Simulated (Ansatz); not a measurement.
**Zone-centre modes in GaSb**

Level of theory: DFT PBE, scalar-relativistic, plane waves, PAW in Ansatz. Settings: plane waves to 420 eV, k-mesh 16×16×16 (Γ-centred), Gaussian smearing 0.15 eV. No spin polarisation.

The starting cell (relaxed at this level):

```xyz
2
Lattice="0.0000 3.1069 3.1069 3.1069 0.0000 3.1069 3.1069 3.1069 0.0000" Properties=species:S:1:pos:R:3 pbc="T T T"
Ga    0.0000    0.0000    0.0000
Sb    4.6604    4.6604    4.6604
```

Harmonic modes by finite displacements of 0.02 Å, without the LO–TO term.

Question: At this geometry, is the structure stable against these modes?

Answer: Yes: no mode is imaginary beyond 10 cm⁻¹, and only the three translations lie near zero.

Question: List the wavenumbers in cm⁻¹.

Answer: 0, 0, 0, 210, 210, 210.

Cost: 1 run of about 4.2 core-minutes, on Intel Xeon Processor @ 2.50GHz (Skylake/Cascade Lake) (shared hosts).